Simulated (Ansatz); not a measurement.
Crystal: Cr.

```
CELL_PARAMETERS angstrom
-1.48445 1.48445 1.48445
1.48445 -1.48445 1.48445
1.48445 1.48445 -1.48445
ATOMIC_POSITIONS crystal
Cr 0.00000 0.00000 0.00000
```

Base run:

```yaml
Program: Ansatz 0.2.0
Functional: PBE
Potentials_or_basis: Ansatz PAW
Cutoff: "420 eV (not typed: the program's choice for these potentials)"
k_mesh: 10 × 10 × 10
Occupations: fermi-dirac, width 0.05 eV
Spin: collinear spin, ferromagnetic start
Starting_moments: "[1.5] μB"
Fixed_moment: 1.5 μB
```

Its results: pressure -8.9 GPa; site moments Cr +1.35 μB.

Problem. The run is repeated on the same cell with these changes: fixed moment from 1.5 μB to 0.8 μB; moments at the start from [1.5] to [0.8]. What comes out?

Solution. Pressure -19.1 GPa; site moments Cr +0.72 μB.

Caveats: the total moment is fixed, so each spin has its own Fermi level; the thresholds are loose for stress.
